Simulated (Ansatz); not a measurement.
Br in Ansatz: convergence with k mesh

The system is Br.

```xyz
1
Lattice="-1.4235 1.4235 3.5775 1.4235 -1.4235 3.5775 1.4235 1.4235 -3.5775" Properties=species:S:1:pos:R:3 pbc="T T T"
Br    0.0000    0.0000    0.0000
```

```yaml
Program: Ansatz 0.2.0
Task: convergence study
Functional: LDA
Potentials_or_basis: Ansatz PAW
Cutoff: "420 eV (not typed: the program's choice for these potentials)"
k_mesh: 4 × 4 × 4
Occupations: cold, width 0.1 eV
Spin: spin-orbit coupling, no magnetisation
```

These are the settings of the first run; the series varies k mesh, with any setting tied to it.

Hardware: 2 threads of Intel(R) Xeon(R) Processor @ 2.50GHz (Skylake/Cascade Lake) (shared host).

Question: The values tried are 4 × 4 × 4, 5 × 5 × 5, 6 × 6 × 6, 7 × 7 × 7, 9 × 9 × 9, 12 × 12 × 12, 15 × 15 × 15, 18 × 18 × 18, 21 × 21 × 21, loosest first. From which on does the gap on the mesh stay within 0.01 eV of the tightest run that finished?

Answer: From 5 × 5 × 5 on.

```
      k mesh  energy less the tightest run, at zero smearing (meV/atom)  pressure (GPa)  gap on the mesh (eV)  SCF cycles  CPU time (s)  peak memory (GiB)
   4 × 4 × 4                                                    -364.10           -5.19                 1.110           6           2.1               0.28
   5 × 5 × 5                                                       7.93           -2.37                 0.000           7           2.4               0.29
   6 × 6 × 6                                                      87.05           -2.17                 0.000           6           3.4               0.31
   7 × 7 × 7                                                      75.85           -2.23                 0.000           6           4.1               0.32
   9 × 9 × 9                                                      21.01           -2.42                 0.000           6           7.3               0.36
12 × 12 × 12                                                      -0.08           -2.41                 0.000           6            15               0.42
15 × 15 × 15                                                      -4.79           -2.62                 0.000           6            25                0.5
18 × 18 × 18                                                       1.47           -2.42                 0.000           6            42               0.63
21 × 21 × 21                                                       0.00           -2.51                 0.000           6            60                0.8
```

Against the tightest run, the pressure stays within 0.1 GPa from 18 × 18 × 18 on. Not settled before the last step: the energy (to 1 meV/atom). Meshes of other sizes hit other points, so gaps and Fermi surfaces needn't settle smoothly. The tightest run that finished is the yardstick and may itself not be fully converged.

Caveat, for the tightest run too: the PAW data sets come from PBE, with cores solved anew for the run's functional, which leaves a small shift of forces and pressure.
